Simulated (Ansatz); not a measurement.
## Band table of Au (diamond type)

```yaml
crystal:
  lattice:
    - [0.00000, 2.32585, 2.32585]
    - [2.32585, 0.00000, 2.32585]
    - [2.32585, 2.32585, 0.00000]
  atoms:
    - { symbol: Au, position: [0.87500, 0.87500, 0.87500] }
    - { symbol: Au, position: [0.12500, 0.12500, 0.12500] }
```

The cell comes from a relaxation on PAW files under the same functional, begun from a prototype that needn't be the stable phase.

Level of theory: DFT with PBE, scalar-relativistic, in Ansatz 0.2.0; a Γ-centred 12×12×12 k mesh, Fermi–Dirac smearing of 0.05 eV, no spin polarisation. LAPW: all electrons, basis error target 1 meV/atom.

This run: volume at 0.43 of the series' base cell.

Spin–orbit coupling is left out, which matters for the heavy atoms.

Path points, in fractions of the reciprocal vectors: Γ (0.000, 0.000, 0.000), X (0.500, 0.000, 0.500), U (0.625, 0.250, 0.625), K (0.375, 0.375, 0.750), L (0.500, 0.500, 0.500), W (0.500, 0.250, 0.750). The distance column jumps between branches of the path. Levels in eV from the Fermi level; bands 41 to 54, counted from the lowest band of the run. The gap is zero, the pressure 444.7 GPa.

```
# k(1/Å) point b41 b42 b43 b44 b45 b46 b47 b48 b49 b50 b51 b52 b53 b54
0.000 Γ -13.67 -11.79 -11.79 -10.38 -10.38 -10.38 -5.47 -5.47 -5.47 -1.09 -1.09 11.45 12.34 12.51
0.169 - -13.52 -12.00 -11.72 -10.40 -10.40 -10.12 -5.83 -5.41 -5.41 -1.24 -0.97 10.67 12.53 12.53
0.338 - -13.07 -12.39 -11.50 -10.46 -10.46 -9.57 -6.72 -5.22 -5.22 -1.69 -0.76 9.85 12.20 12.20
0.507 - -12.76 -12.35 -11.13 -10.58 -10.58 -8.93 -7.84 -4.86 -4.86 -2.38 -0.61 9.29 10.71 10.71
0.675 - -13.04 -11.37 -10.73 -10.73 -10.62 -9.02 -8.29 -4.32 -4.32 -3.25 -0.56 8.60 8.75 8.75
0.844 - -13.17 -10.90 -10.90 -10.23 -10.11 -9.97 -7.69 -4.25 -3.60 -3.60 -0.57 6.71 6.83 6.83
1.013 - -13.15 -11.10 -11.05 -11.05 -9.21 -8.99 -7.22 -5.30 -2.78 -2.78 -0.51 4.35 5.10 5.10
1.182 - -12.93 -11.91 -11.15 -11.15 -8.34 -7.89 -6.99 -6.35 -1.99 -1.99 -0.17 2.26 3.77 3.77
1.351 X -12.52 -12.52 -11.19 -11.19 -7.38 -7.38 -7.18 -7.18 -1.62 -1.62 0.71 0.71 3.22 3.22
1.410 - -12.56 -12.51 -11.20 -11.14 -7.39 -7.38 -7.20 -7.18 -1.61 -1.60 0.68 0.72 3.13 3.26
1.470 - -12.65 -12.48 -11.22 -10.99 -7.41 -7.38 -7.27 -7.16 -1.58 -1.54 0.62 0.76 2.86 3.38
1.530 - -12.77 -12.44 -11.26 -10.79 -7.44 -7.38 -7.37 -7.13 -1.54 -1.44 0.51 0.83 2.44 3.58
1.590 - -12.88 -12.38 -11.32 -10.56 -7.50 -7.49 -7.38 -7.09 -1.49 -1.32 0.38 0.91 1.94 3.84
1.649 - -12.99 -12.31 -11.39 -10.33 -7.67 -7.55 -7.38 -7.03 -1.43 -1.17 0.22 0.95 1.43 4.18
1.709 - -13.08 -12.22 -11.47 -10.10 -7.87 -7.61 -7.37 -6.93 -1.35 -1.03 0.09 0.58 1.33 4.58
1.769 - -13.14 -12.12 -11.56 -9.89 -8.09 -7.67 -7.37 -6.81 -1.27 -0.97 -0.05 0.06 1.49 5.03
1.828 U -13.18 -12.01 -11.66 -9.73 -8.33 -7.73 -7.35 -6.65 -1.18 -1.05 -0.72 0.20 1.72 5.53
2.655 K -13.18 -12.01 -11.66 -9.73 -8.33 -7.73 -7.35 -6.65 -1.18 -1.05 -0.72 0.20 1.72 5.53
2.835 - -13.11 -11.98 -11.64 -9.50 -9.08 -7.93 -7.27 -5.96 -2.66 -1.81 -0.92 1.29 2.65 7.28
3.014 - -12.80 -12.27 -11.28 -9.78 -9.68 -8.14 -7.11 -5.30 -4.08 -2.72 -0.71 2.92 3.97 9.29
3.193 - -12.46 -12.31 -11.15 -10.20 -10.20 -8.40 -6.87 -5.96 -3.67 -3.57 -0.59 4.90 5.66 11.01
3.372 - -12.52 -11.94 -11.38 -10.79 -10.21 -8.75 -6.57 -6.55 -4.29 -2.80 -0.59 7.10 7.67 10.64
3.551 - -12.44 -12.34 -11.63 -10.75 -10.17 -9.19 -6.62 -6.19 -4.83 -2.05 -0.70 8.92 9.89 11.28
3.730 - -13.02 -12.23 -11.76 -10.51 -10.22 -9.69 -6.22 -5.84 -5.20 -1.50 -0.87 9.76 11.92 12.60
3.909 - -13.50 -11.95 -11.80 -10.40 -10.32 -10.15 -5.71 -5.57 -5.40 -1.19 -1.02 10.61 12.47 12.59
4.088 Γ -13.67 -11.79 -11.79 -10.38 -10.38 -10.38 -5.47 -5.47 -5.47 -1.09 -1.09 11.45 12.34 12.51
4.234 - -13.56 -11.85 -11.85 -10.40 -10.28 -10.28 -5.60 -5.50 -5.50 -1.10 -1.10 10.79 12.48 12.55
4.381 - -13.23 -11.97 -11.97 -10.46 -10.06 -10.06 -5.93 -5.56 -5.56 -1.13 -1.13 9.98 12.26 12.69
4.527 - -12.75 -12.05 -12.05 -10.53 -9.87 -9.87 -6.34 -5.58 -5.58 -1.20 -1.20 9.09 10.60 12.87
4.673 - -12.20 -12.05 -12.05 -10.57 -9.84 -9.84 -6.66 -5.46 -5.46 -1.33 -1.33 7.21 9.58 12.90
4.819 - -11.95 -11.95 -11.76 -10.55 -10.00 -10.00 -6.68 -5.17 -5.17 -1.52 -1.52 4.84 9.24 12.56
4.965 - -11.76 -11.76 -11.55 -10.50 -10.31 -10.31 -6.24 -4.78 -4.78 -1.76 -1.76 2.61 9.08 12.08
5.112 - -11.49 -11.47 -11.47 -10.70 -10.70 -10.49 -5.48 -4.41 -4.41 -2.01 -2.01 0.82 9.01 11.73
5.258 L -11.47 -11.13 -11.13 -11.07 -11.07 -10.49 -5.03 -4.25 -4.25 -2.12 -2.12 0.04 8.99 11.61
5.377 - -11.77 -11.43 -11.20 -10.81 -10.66 -10.40 -5.06 -4.39 -4.23 -2.11 -2.04 0.04 9.12 11.02
5.497 - -12.17 -11.74 -11.16 -10.53 -10.17 -10.12 -5.23 -4.76 -4.05 -2.08 -1.83 0.02 9.26 9.66
5.616 - -12.51 -12.04 -11.09 -10.21 -9.90 -9.58 -5.55 -5.26 -3.61 -2.03 -1.57 0.00 8.01 8.56
5.735 - -12.77 -12.31 -10.97 -9.84 -9.68 -9.07 -5.97 -5.80 -2.95 -1.93 -1.30 -0.02 6.31 7.28
5.855 - -12.94 -12.55 -10.82 -9.58 -9.41 -8.60 -6.42 -6.29 -2.10 -1.74 -1.05 -0.04 4.67 5.86
5.974 - -13.03 -12.74 -10.61 -9.64 -8.94 -8.18 -6.88 -6.69 -1.41 -1.15 -0.79 -0.03 3.18 4.42
6.094 - -13.05 -12.89 -10.37 -9.83 -8.47 -7.87 -7.30 -7.02 -0.99 -0.78 0.06 0.09 1.97 3.02
6.213 W -13.00 -13.00 -10.09 -10.09 -8.02 -8.02 -7.30 -7.30 -0.75 -0.75 0.46 0.46 1.83 1.83
6.297 - -12.99 -12.99 -10.14 -10.14 -7.98 -7.98 -7.30 -7.30 -0.80 -0.80 0.47 0.47 1.88 1.88
6.382 - -12.95 -12.95 -10.27 -10.27 -7.88 -7.88 -7.30 -7.30 -0.91 -0.91 0.50 0.50 2.04 2.04
6.466 - -12.89 -12.89 -10.44 -10.44 -7.75 -7.75 -7.29 -7.29 -1.06 -1.06 0.54 0.54 2.27 2.27
6.551 - -12.80 -12.80 -10.64 -10.64 -7.61 -7.61 -7.28 -7.28 -1.23 -1.23 0.59 0.59 2.53 2.53
6.635 - -12.71 -12.71 -10.84 -10.84 -7.50 -7.50 -7.27 -7.27 -1.39 -1.39 0.63 0.63 2.79 2.79
6.720 - -12.62 -12.62 -11.02 -11.02 -7.42 -7.42 -7.23 -7.23 -1.51 -1.51 0.67 0.67 3.01 3.01
6.804 - -12.55 -12.55 -11.14 -11.14 -7.39 -7.39 -7.20 -7.20 -1.59 -1.59 0.70 0.70 3.17 3.17
6.888 X -12.52 -12.52 -11.19 -11.19 -7.38 -7.38 -7.18 -7.18 -1.62 -1.62 0.71 0.71 3.22 3.22
```
